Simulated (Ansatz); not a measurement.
# Fe: the cost of one run

Program: Ansatz 0.2.0. Level of theory: DFT r2SCAN, PAW, plane waves, scalar-relativistic. These are calculated values, not measurements.

## 1. Starting point

Symmetry: Fm-3m, No. 225, cubic system. The conventional cell has a = 3.519 Å, b = 3.519 Å, c = 3.519 Å, α = 90.00°, β = 90.00°, γ = 90.00°. Fe (site symmetry m-3m) is surrounded by 12 Fe at 2.49 Å.

As a file:

```cif
data_structure
_symmetry_space_group_name_H-M 'Fm-3m'
_symmetry_Int_Tables_number 225
_cell_length_a 3.5190
_cell_length_b 3.5190
_cell_length_c 3.5190
_cell_angle_alpha 90.000
_cell_angle_beta 90.000
_cell_angle_gamma 90.000
_cell_volume 43.58
loop_
_atom_site_label
_atom_site_type_symbol
_atom_site_symmetry_multiplicity
_atom_site_Wyckoff_symbol
_atom_site_fract_x
_atom_site_fract_y
_atom_site_fract_z
_atom_site_occupancy
Fe1 Fe 4 a 0.00000 0.00000 0.00000 1
```

Atoms are counted from 1 in the order of input.yaml (Fe2 and so on).

Known so far: 8 plain starts ended in 4 states. The lowest came from “parallel moments scaled by 0.2, plain SCF [Fe1 0.80, Fe2 0.80 μB]”: ferromagnetic, site moments Fe1 2.80, Fe2 2.80 μB, total 5.40 μB per cell, no gap on the k-mesh, free energy -8971.4264 eV.

Runs to come: parallel moments, default search for lower states; opposed moments +-, default search for lower states; the moments typed in its input, symmetry off, plain SCF; the moments typed in its input, standard search for lower states; the moments typed in its input, symmetry off, default search.

A plain SCF has the search for lower states switched off and ends at the first converged state. The default search runs further SCF cycles only where the state itself hints at a lower one. The standard and full searches may also try other magnetic orders and fillings, and need not reach the lowest state. With a search on, the program may also reshape the start on open shells. 

The total moment includes the space between the atomic spheres.

## 2. Parallel moments, default search for lower states

Input file input.yaml:

```yaml
crystal:
  lattice:
    - [-1.7595, -1.7595, -3.519]
    - [1.7595, -1.7595, 0.0]
    - [-1.7595, -1.7595, 0.0]
  atoms:
    - { symbol: Fe, position: [0.0, 0.0, 0.0], spin: 4.0 }
    - { symbol: Fe, position: [0.5, 0.5, 0.0], spin: 4.0 }
magnetization:
  spin_polarized: true
hamiltonian:
  xc: r2scan
  pseudopotentials: { kind: paw }
basis:
  ecutwfc: 500
kpoints:
  mp_grid: { grid: [7, 10, 12] }
scf:
  occupations: { method: fermi_dirac, width: 0.05 }
output:
  forces: true
  stress: true
```

Q: Estimate wall time and peak memory on 2 threads of an Arm CPU, shared host.

About 32 s, with a peak of 0.57 GiB.
